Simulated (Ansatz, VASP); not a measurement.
**One calculation of SrO, two programs**

File INCAR:

```
ALGO = Normal
EDIFF = 1E-6
ENCUT = 520
ISIF = 2
ISMEAR = 0
LASPH = T
LCHARG = F
LREAL = F
LWAVE = F
NBANDS = 24
NELM = 100
PREC = Accurate
SIGMA = 0.05
```

The input KPOINTS:

```
k-points
0
Gamma
  9 9 4
```

Contents of POSCAR:

```
SrO
1.0
    3.5532880902      0.0000000000      0.0000000000
   -1.7766440451      3.0772377531      0.0000000000
    0.0000000000      0.0000000000      6.2173039800
Sr O
2 2
Direct
    0.3333333333      0.6666666667      0.2500000000
    0.6666666667      0.3333333333      0.7500000000
    0.0000000000      0.0000000000      0.0000000000
    0.0000000000      0.0000000000      0.5000000000
```

Input for Ansatz:

```yaml
crystal:
  lattice:
    - [3.5532880902, 0.0, 0.0]
    - [-1.7766440451, 3.0772377531, 0.0]
    - [0.0, 0.0, 6.21730398]
  atoms:
    - { symbol: Sr, position: [0.3333333333, 0.6666666667, 0.25] }
    - { symbol: Sr, position: [0.6666666667, 0.3333333333, 0.75] }
    - { symbol: O, position: [0.0, 0.0, 0.0] }
    - { symbol: O, position: [0.0, 0.0, 0.5] }
basis:
  ecutwfc: 420
kpoints:
  mp_grid: { grid: [9, 9, 4] }
hamiltonian:
  xc: lda
scf:
  occupations: { method: gaussian, width: 0.05 }
output:
  forces: true
  stress: true
  eigenvalues: true
```

Measurements of this composition are mostly on another form, of space group No. 225.

Alike in both runs: task single point; functional LDA; k mesh 9 × 9 × 4; occupations gaussian, width 0.05 eV; no spin polarisation.

|  | VASP | Ansatz |
| --- | --- | --- |
| version | VASP 6.6.1 | Ansatz 0.2.0 |
| potentials or method | VASP PAW LDA potentials, release 64 (Sr_sv, O) | scalar-relativistic, plane waves, PAW |
| plane-wave cutoff (eV) | 520 | 420 |
| valence electrons in the cell | 32 | 32 |

```csv
,VASP,Ansatz,Ansatz less VASP
gap on the k mesh at the Fermi level (eV),2.88,2.87,-0.009
least direct gap on the mesh (eV),2.88,2.87,-0.009
pressure (GPa),-5.0,-5.6,-0.64
largest component of the traceless stress (GPa),0.62,0.62,+0.005
```

Caveats: an odd mesh through Γ misses points on the zone boundary, where band edges often lie. As with any semilocal functional, this LDA gap is likely too small.
